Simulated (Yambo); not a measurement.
Input of a Yambo 5.3.0 run:

Contents of eels6.in:

```
optics
chi
Chimod= "HARTREE"
% BndsRnXd
 1 | 44 |
%
NGsBlkXd= 3 Ry
% LongDrXd
 1 | 1 | 1 |
%
% QpntsRXd
 8 | 8 |
%
% EnRngeXd
 0 | 50 | eV
%
% DmRngeXd
 0.3 | 0.3 | eV
%
ETStpsXd= 250
```

Contents of scf.in:

```
&CONTROL
  calculation = 'scf'
  prefix = 'pwscf'
  outdir = './tmp'
  pseudo_dir = './pseudo'
/
&SYSTEM
  ibrav = 0
  nat = 2
  ntyp = 2
  ecutwfc = 84
  nbnd = 21
  occupations = 'smearing'
  smearing = 'fd'
  degauss = 0.00367493
  force_symmorphic = .true.
/
&ELECTRONS
  conv_thr = 4d-10
  electron_maxstep = 120
  mixing_beta = 0.5
/
ATOMIC_SPECIES
As    74.9216 As.upf
Ga    69.7230 Ga.upf
CELL_PARAMETERS angstrom
   0.0000000000    2.8268500000    2.8268500000
   2.8268500000    0.0000000000    2.8268500000
   2.8268500000    2.8268500000    0.0000000000
ATOMIC_POSITIONS crystal
As     0.7500000000    0.7500000000    0.7500000000
Ga     0.0000000000    0.0000000000    0.0000000000
K_POINTS automatic
12 12 12 0 0 0
```

nscf.in

```
&CONTROL
  calculation = 'nscf'
  prefix = 'pwscf'
  outdir = './tmp'
  pseudo_dir = './pseudo'
/
&SYSTEM
  ibrav = 0
  nat = 2
  ntyp = 2
  ecutwfc = 84
  nbnd = 44
  occupations = 'fixed'
  force_symmorphic = .true.
/
&ELECTRONS
  conv_thr = 1d-08
  diago_full_acc = .true.
  diago_thr_init = 1d-06
/
ATOMIC_SPECIES
As    74.9216 As.upf
Ga    69.7230 Ga.upf
CELL_PARAMETERS angstrom
   0.0000000000    2.8268500000    2.8268500000
   2.8268500000    0.0000000000    2.8268500000
   2.8268500000    2.8268500000    0.0000000000
ATOMIC_POSITIONS crystal
As     0.7500000000    0.7500000000    0.7500000000
Ga     0.0000000000    0.0000000000    0.0000000000
K_POINTS automatic
12 12 12 0 0 0
```

Potentials or basis: PseudoDojo 0.4.1 SR PBE standard.

The run is started by

```bash
$ OMP_NUM_THREADS=1 pw.x -in scf.in > scf.out
$ OMP_NUM_THREADS=1 pw.x -in nscf.in > nscf.out
$ cd tmp/pwscf.save; p2y; mv SAVE ../..; cd ../..
$ OMP_NUM_THREADS=1 yambo
$ OMP_NUM_THREADS=1 yambo -F eels6.in -J eels6 -C eels6_out
```

**Question.** Estimate the peak of the energy-loss function.

**Answer.** 15.3 eV.

**Question.** Predict the band gap on the k mesh, mean-field level.

**Answer.** 0.52 eV, direct.

Energy-loss function at q = [0.0, 0.083333, 0.083333] (reciprocal lattice):
| energy (eV) | loss |
| --- | --- |
| 0.0 | 0.007 |
| 2.2 | 0.021 |
| 4.4 | 0.061 |
| 6.4 | 0.111 |
| 8.6 | 0.257 |
| 10.8 | 0.463 |
| 13.1 | 1.160 |
| 15.3 | 2.532 |
| 17.5 | 1.602 |
| 19.5 | 1.114 |
| 21.7 | 0.637 |
| 23.9 | 0.450 |
| 26.1 | 0.289 |
| 28.3 | 0.311 |
| 30.5 | 0.197 |
| 32.5 | 0.175 |
| 34.7 | 0.150 |
| 36.9 | 0.145 |
| 39.2 | 0.161 |
| 41.4 | 0.187 |
| 43.6 | 0.195 |
| 45.6 | 0.196 |
| 47.8 | 0.168 |
| 50.0 | 0.218 |

**What was measured.**

“Evidence of valence band perturbations in GaAsN/GaAs(001): A combined variable-angle spectroscopic ellipsometry and modulated photoreflectance investigation”, 2008, arxiv:0805.2212 reports, for a bulk crystal of GaAs at 300 K: band gap 1.412 ± 0.01 eV (direct).

Against the measured gap of GaAs, 1.412 eV (direct; 300 K; “Evidence of valence band perturbations in GaAsN/GaAs(001): A combined variable-angle spectroscopic ellipsometry and modulated photoreflectance investigation”, 2008, arxiv:0805.2212), the calculated 0.52 eV is off by -0.90 eV. 3 values of this kind are on record (1.412 to 1.51 eV); this one was drawn at random among those near their median, those with a stated uncertainty first. Spin-orbit coupling on As, Ga is left out. The value is that of PBE on a finite k mesh, which can miss the band edges, without temperature or zero-point motion. Semilocal functionals fall short of measured gaps as a rule.
